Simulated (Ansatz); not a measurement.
**SnO: stress in a strained cell**

SnO is deformed so: zz strain of -3 %. What stress and forces result, by LAPW, PAW and all-electron datasets made for the crystal?

Method: DFT PBE, scalar-relativistic, in Ansatz 0.2.0.

**1. The system as given**

The structure is tetragonal, space group P4/nmm (No. 129). Conventional cell: a = 3.802 Å, b = 3.802 Å, c = 4.836 Å, α = 90.00°, β = 90.00°, γ = 90.00°. Sn (site symmetry 4mm) is surrounded by 4 O at 2.22 Å. Around O (site symmetry -4m2) lie 4 Sn at 2.22 Å.

As a file:

```cif
data_structure
_symmetry_space_group_name_H-M 'P 1'
_symmetry_Int_Tables_number 1
_cell_length_a 3.8020
_cell_length_b 3.8020
_cell_length_c 4.8360
_cell_angle_alpha 90.000
_cell_angle_beta 90.000
_cell_angle_gamma 90.000
_cell_volume 69.91
loop_
_atom_site_label
_atom_site_type_symbol
_atom_site_fract_x
_atom_site_fract_y
_atom_site_fract_z
_atom_site_occupancy
Sn1 Sn 0.00000 0.50000 0.23850 1
Sn2 Sn 0.50000 0.00000 0.76150 1
O1 O 0.00000 0.00000 0.00000 1
O2 O 0.50000 0.50000 0.00000 1
```

Atoms are numbered in the order of the input: Sn1, Sn2, O3, O4.

**2. After the deformation**

Space group P4/nmm before, P4/nmm after.

**3. All-electron LAPW**

input.yaml reads:

```yaml
crystal:
  lattice:
    - [3.802, 0.0, 0.0]
    - [0.0, 3.802, 0.0]
    - [0.0, 0.0, 4.69092]
  atoms:
    - { symbol: Sn, position: [0.0, 0.5, 0.2385] }
    - { symbol: Sn, position: [0.5, 0.0, 0.7615] }
    - { symbol: O, position: [0.0, 0.0, 0.0] }
    - { symbol: O, position: [0.5, 0.5, 0.0] }
kpoints:
  mp_grid: { grid: [8, 8, 6] }
  band_path:
    path:
      - [0.0, 0.0, 0.0]
      - [0.0, 0.5, 0.0]
      - [0.5, 0.5, 0.0]
      - [0.0, 0.0, 0.0]
      - [0.0, 0.0, 0.5]
      - [0.0, 0.5, 0.5]
      - [0.5, 0.5, 0.5]
      - [0.0, 0.0, 0.5]
      - [0.0, 0.5, 0.0]
    npoints: 5
scf:
  occupations: { method: fermi_dirac, width: 0.01 }
hamiltonian:
  xc: pbe
  pseudopotentials: { kind: all_electron, lapw: { basis_error: 0.001 } }
output:
  forces: true
  stress: true
  eigenvalues: true
```

On the command line:

```
$ ansatz run input.yaml --threads 1 --pin off --max-ram 4096MiB --backend cpu --events-out ev --progress --plain --runs-dir out
```

**4. PAW with frozen cores**

input.yaml reads:

```yaml
crystal:
  lattice:
    - [3.802, 0.0, 0.0]
    - [0.0, 3.802, 0.0]
    - [0.0, 0.0, 4.69092]
  atoms:
    - { symbol: Sn, position: [0.0, 0.5, 0.2385] }
    - { symbol: Sn, position: [0.5, 0.0, 0.7615] }
    - { symbol: O, position: [0.0, 0.0, 0.0] }
    - { symbol: O, position: [0.5, 0.5, 0.0] }
kpoints:
  mp_grid: { grid: [8, 8, 6] }
scf:
  occupations: { method: fermi_dirac, width: 0.01 }
hamiltonian:
  xc: pbe
  pseudopotentials: { kind: paw }
output:
  forces: true
  stress: true
  eigenvalues: true
  efg: { contact_densities: true }
  write_density: true
  write_potential: true
  elf: true
  volumetric_format: npy
```

**5. All-electron PAW on datasets made for the crystal**

Edit input.yaml of step 4 so:

```diff
@@ -16,3 +16,3 @@
   xc: pbe
-  pseudopotentials: { kind: paw }
+  pseudopotentials: { kind: all_electron, datasets: crystal }
 output:
@@ -22,5 +22 @@
   efg: { contact_densities: true }
-  write_density: true
-  write_potential: true
-  elf: true
-  volumetric_format: npy
```

(Steps that only read results are left out.)

Before running it: what results should come out? Wanted: pressure; largest shear or deviatoric stress.

The runs gave:

| quantity | value |
| --- | --- |
| pressure | LAPW 6.97, PAW 7.01, crystal datasets 6.97 GPa |
| largest shear or deviatoric stress (LAPW) | 0.08 GPa |

The largest part of the stress beyond the pressure is 0.08 GPa in size, in the zz component; the atoms are carried along and not relaxed. No run of the undeformed cell stands beside it, so the pressure holds what the given cell had before the change. PAW: stress within 0.04 GPa of LAPW, forces within 4 meV/Å. Crystal datasets: stress within 0.01 GPa of LAPW, forces within 1 meV/Å.
